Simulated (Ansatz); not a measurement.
Crystal: TiTe2.

```
Te Ti
1.0
     3.77700    0.00000    0.00000
    -1.88850    3.27098    0.00000
     0.00000    0.00000    6.49800
Te Ti
2 1
Cartesian
  0.0000 2.1807 4.7903
  1.8885 1.0903 1.7077
  0.0000 0.0000 0.0000
```

- Program: Ansatz 0.2.0
- Task: relaxation of cell and atoms
- Functional: PBE
- Potentials or basis: Ansatz PAW
- Cutoff: 420 eV (not typed: the program's choice for these potentials)
- k mesh: 8 × 8 × 4
- Occupations: fermi-dirac, width 0.05 eV
- Spin: no spin polarisation
- Hubbard terms: Ti d U = 8 eV

At the start: volume 26.76 Å³/atom.

**Question.** Where does the relaxation end?

**Answer.** It ends after 13 steps and the volume is 36.58 Å³/atom (+36.7 %); space group P-3m1 (No. 164, to 0.05 Å).

Step by step:
| step | energy change (eV) | largest force (eV/Å) | volume (Å³) |
| --- | --- | --- | --- |
| 1 | 0.0000 | 0.4553 | 80.28 |
| 2 | -0.3640 | 0.3918 | 90.46 |
| 3 | -0.4475 | 0.3668 | 100.06 |
| 4 | -0.4677 | 0.0348 | 99.89 |
| 5 | -0.4703 | 0.0226 | 101.15 |
| 6 | -0.4721 | 0.0008 | 102.80 |
| 7 | -0.4813 | 0.0012 | 102.80 |
| 8 | -0.4833 | 0.0099 | 104.79 |
| 9 | -0.4845 | 0.0097 | 107.67 |
| 10 | -0.4846 | 0.0039 | 108.81 |
| 11 | -0.4844 | 0.0143 | 109.97 |
| 12 | -0.4845 | 0.0016 | 109.74 |
| 13 | -0.4853 | 0.0016 | 109.74 |

Final structure:
```cif
data_structure
_symmetry_space_group_name_H-M 'P 1'
_symmetry_Int_Tables_number 1
_cell_length_a 4.0933
_cell_length_b 4.0933
_cell_length_c 7.5627
_cell_angle_alpha 90.000
_cell_angle_beta 90.000
_cell_angle_gamma 120.000
_cell_volume 109.74
loop_
_atom_site_label
_atom_site_type_symbol
_atom_site_fract_x
_atom_site_fract_y
_atom_site_fract_z
_atom_site_occupancy
Te1 Te 0.33333 0.66667 0.78155 1
Te2 Te 0.66667 0.33333 0.21845 1
Ti1 Ti 0.00000 0.00000 0.00000 1
```

Caveat: the volume moved by over 15 % at a fixed basis, so the end points are rough; the plane-wave basis is chosen anew once the cell has moved, so the energies of steps on either side of that aren't comparable; this functional lacks dispersion, which binds the layers, so the pressure and a relaxed spacing across them are unreliable, and here the layers came unbound; the U is typed as a test and isn't derived for this compound.
